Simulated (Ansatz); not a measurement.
# CdF2

Level of theory: DFT, r²SCAN, scalar-relativistic, no spin polarisation; plane waves to 500 eV with PAW datasets (Ansatz 0.2.0), Γ-centred 8×8×8 mesh, 0.05 eV Gaussian smearing; PAW files: Ansatz's generated set soft_2.

```xyz
3
Lattice="0.0000 2.6941 2.6941 2.6941 0.0000 2.6941 2.6941 2.6941 0.0000" Properties=species:S:1:pos:R:3 pbc="T T T"
Cd    0.0000    0.0000    0.0000
F     1.3470    1.3470    1.3470
F     4.0411    4.0411    4.0411
```

The chain of runs began from a cell as deposited in COD, expanded in volume.

The run above is the reference. The same cell was run again with other input settings; several of them aren't fit for production, so the rows show the settings' effect and aren't properties of the material.

| keys changed | outcome | ΔE (meV/atom) | P (GPa) | gap on the mesh (eV) | cell moment (μB) | largest force component (eV/Å) | SCF iterations | rough core-seconds | new warnings |
| --- | --- | --- | --- | --- | --- | --- | --- | --- | --- |
| none (reference) | converged | 0.0 | 0.0 | 3.79 | – | 0.000 | – | – | – |
| scf.initial_density.chi_scale: 0.1 | converged | 0.0 | 0.0 | 3.79 | – | 0.000 | 7 | 2.2 | – |
| scf.n_extra_bands: 32; scf.convergence.dr2_threshold: 1e-08 | converged | 0.0 | 0.0 | 3.79 | – | 0.000 | 7 | 2.4 | stress scf threshold loose |

These changes also left energy (to 0.1 meV/atom), pressure, gap, moment and forces as in the reference: scf.eigensolver.kind: "davidson"; basis.precision: "f64".

ΔE is the energy with the smearing extrapolated to zero. It is left out where the change alters the Hamiltonian or the spin treatment. The varied runs start from atomic densities (corrected by the program's trained start where that serves), with the default search for lower states unless a row changes it.

(1) What happens with these changes: scf.mixing.preconditioner: "kerker_dos"; kpoints.mp_grid.grid: [8, 8, 8] → [4, 4, 4]?

(2) What happens with these changes: basis.ecutwfc: 500 → "500 eV"; basis.ecutrho_ratio: 4 → 8; hamiltonian.dispersion: "d3bj"?

Answers:

(1) outcome converged, ΔE (meV/atom) 0.2, P (GPa) 0.0, gap on the mesh (eV) 3.79, largest force component (eV/Å) 0.000, SCF iterations 7, rough core-seconds 1.2.

(2) outcome converged, P (GPa) -1.0, gap on the mesh (eV) 3.79, largest force component (eV/Å) 0.000, SCF iterations 7, rough core-seconds 4, new warnings dispersion damping borrowed.

Changing scf.initial_density.chi_scale only steers the path to self-consistency, so the energy stays within 0.5 meV/atom.

The pair part of a dispersion correction pulls inward (a three-body part mostly pushes out), and in metals and ionic crystals with large ions it often overbinds.

4 further runs (cut off, refused for memory, with changed atoms or starts, or in doubt) are left out.

Of the reference: Semilocal functionals underestimate band gaps, commonly by a third or more.
